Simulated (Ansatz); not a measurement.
# WS2: the cost of one run

Method: DFT PBE+D3(BJ), scalar-relativistic, plane waves, PAW, in Ansatz 0.2.0.

4 further runs of the same task are left out: 1 that didn't finish, 3 set aside as unsound or not needed.

## Step 1: The structure to begin with

The structure is trigonal, space group R3m (No. 160). Conventional cell: a = 3.157 Å, b = 3.157 Å, c = 18.118 Å, α = 90.00°, β = 90.00°, γ = 120.00°. Around W (site symmetry 3m) lie 6 S at 2.41 Å. Around S (site symmetry 3m) lie 3 W at 2.41 Å.

As a file:

```cif
data_structure
_symmetry_space_group_name_H-M 'R3m:H'
_symmetry_Int_Tables_number 160
_cell_length_a 3.1572
_cell_length_b 3.1572
_cell_length_c 18.1179
_cell_angle_alpha 90.000
_cell_angle_beta 90.000
_cell_angle_gamma 120.000
_cell_volume 156.40
loop_
_atom_site_label
_atom_site_type_symbol
_atom_site_symmetry_multiplicity
_atom_site_Wyckoff_symbol
_atom_site_fract_x
_atom_site_fract_y
_atom_site_fract_z
_atom_site_occupancy
W1 W 3 a 0.66667 0.33333 0.33268 1
S1 S 3 a 0.66667 0.33333 0.08611 1
S2 S 3 a 0.33333 0.66667 0.24584 1
```

It is built from the cell relaxed beforehand with the same method (17.38 Å³/atom).

## Step 2: The undisturbed cell

The input, input.yaml:

```yaml
crystal:
  lattice:
    - [3.1572031343, -5.4684362384, 0.0]
    - [6.3144062686, 0.0, 0.0]
    - [3.1572031343, -1.8228120795, 6.0393060278]
  atoms:
    - { symbol: W, position: [0.5006554632, 0.0006554632, 0.9980336103] }
    - { symbol: W, position: [0.0006554632, 0.0006554632, 0.9980336103] }
    - { symbol: W, position: [0.5006554632, 0.5006554632, 0.9980336103] }
    - { symbol: W, position: [0.0006554632, 0.5006554632, 0.9980336103] }
    - { symbol: S, position: [0.7472223774, 0.2472223774, 0.2583328678] }
    - { symbol: S, position: [0.2472223774, 0.2472223774, 0.2583328678] }
    - { symbol: S, position: [0.7472223774, 0.7472223774, 0.2583328678] }
    - { symbol: S, position: [0.2472223774, 0.7472223774, 0.2583328678] }
    - { symbol: S, position: [0.9208221593, 0.4208221593, 0.7375335222] }
    - { symbol: S, position: [0.4208221593, 0.4208221593, 0.7375335222] }
    - { symbol: S, position: [0.9208221593, 0.9208221593, 0.7375335222] }
    - { symbol: S, position: [0.4208221593, 0.9208221593, 0.7375335222] }
basis:
  ecutwfc: 420
kpoints:
  mp_grid: { grid: [6, 6, 6] }
hamiltonian:
  xc: pbe
  dispersion: d3bj
scf:
  occupations: { method: gaussian, width: 0.05 }
output:
  forces: true
  stress: true
  eigenvalues: true
```

On the command line:

```console
$ ansatz run input.yaml --threads 1 --pin off --max-ram 2560MiB --backend cpu --events-out ev --progress --plain --runs-dir out
```

**Question.** How long does this run take on 1 thread of Arm Neoverse V2, shared host, and how much memory does it need?

About 27 s, with a peak of 0.59 GiB.
